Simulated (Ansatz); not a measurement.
Method: DFT PBE, scalar-relativistic, plane waves, PAW (Ansatz 0.2.0). All cells share a 420 eV cutoff and Γ-centred k meshes spaced at most about 0.3 Å⁻¹ (2π included). No spin polarisation.

Each guess is relaxed in cell and atoms at zero pressure, on a coarse mesh first where it starts far from rest and then on a converged one. The steps can't lower the symmetry of the start, but it can rise. Energies are static (0 K, no zero-point motion).

Two unrelaxed guesses for Al5GaN6:

A.

```
Al Ga N
1.0
     3.34195    0.00000    0.00000
    -1.67098    2.89422    0.00000
     0.00000    0.00000   16.37216
Al Ga N
5 1 6
Direct
  0.00000 0.00000 0.50000
  0.33333 0.66667 0.33333
  0.66667 0.33333 0.16667
  0.33333 0.66667 0.83333
  0.66667 0.33333 0.66667
  0.00000 0.00000 0.00000
  0.33333 0.66667 0.58333
  0.66667 0.33333 0.41667
  0.00000 0.00000 0.25000
  0.33333 0.66667 0.08333
  0.66667 0.33333 0.91667
  0.00000 0.00000 0.75000
```

B.

```
Al Ga N
1.0
     3.34195    0.00000    0.00000
    -1.67098    2.89422    0.00000
     0.00000    0.00000   16.37216
Al Ga N
5 1 6
Direct
  0.33333 0.66667 0.83333
  0.66667 0.33333 0.66667
  0.33333 0.66667 0.33333
  0.66667 0.33333 0.16667
  0.00000 0.00000 0.00000
  0.00000 0.00000 0.50000
  0.66667 0.33333 0.91667
  0.00000 0.00000 0.75000
  0.33333 0.66667 0.58333
  0.66667 0.33333 0.41667
  0.00000 0.00000 0.25000
  0.33333 0.66667 0.08333
```

Question: Where do they end, and which end is lower?

Answer: Both fall into one structure. A: P-3m1 at 13.2 Å³/atom → P-3m1 at 8.6 Å³/atom; B: P-3m1 at 13.2 Å³/atom → P-3m1 at 8.6 Å³/atom. Conventional cell: a = 2.902 Å, c = 14.228 Å. Around Al on a site of symmetry 3m lie 6 N at 2.05 Å; Al on a second site of symmetry 3m has 6 N at 2.03–2.05 Å; around Ga lie 6 N at 2.10 Å; N on its first site is surrounded by 6 Al at 2.05 Å; 3 more sites not described.

```cif
data_structure
_symmetry_space_group_name_H-M 'P-3m1'
_symmetry_Int_Tables_number 164
_cell_length_a 2.9015
_cell_length_b 2.9015
_cell_length_c 14.2283
_cell_angle_alpha 90.000
_cell_angle_beta 90.000
_cell_angle_gamma 120.000
_cell_volume 103.74
loop_
_atom_site_label
_atom_site_type_symbol
_atom_site_symmetry_multiplicity
_atom_site_Wyckoff_symbol
_atom_site_fract_x
_atom_site_fract_y
_atom_site_fract_z
_atom_site_occupancy
Al1 Al 2 d 0.33333 0.66667 0.83501 1
Al2 Al 2 d 0.66667 0.33333 0.67000 1
Al3 Al 1 a 0.00000 0.00000 0.00000 1
Ga1 Ga 1 b 0.00000 0.00000 0.50000 1
N1 N 2 d 0.66667 0.33333 0.91751 1
N2 N 2 c 0.00000 0.00000 0.75256 1
N3 N 2 d 0.33333 0.66667 0.58894 1
```

Ends held by symmetry can be saddle points.
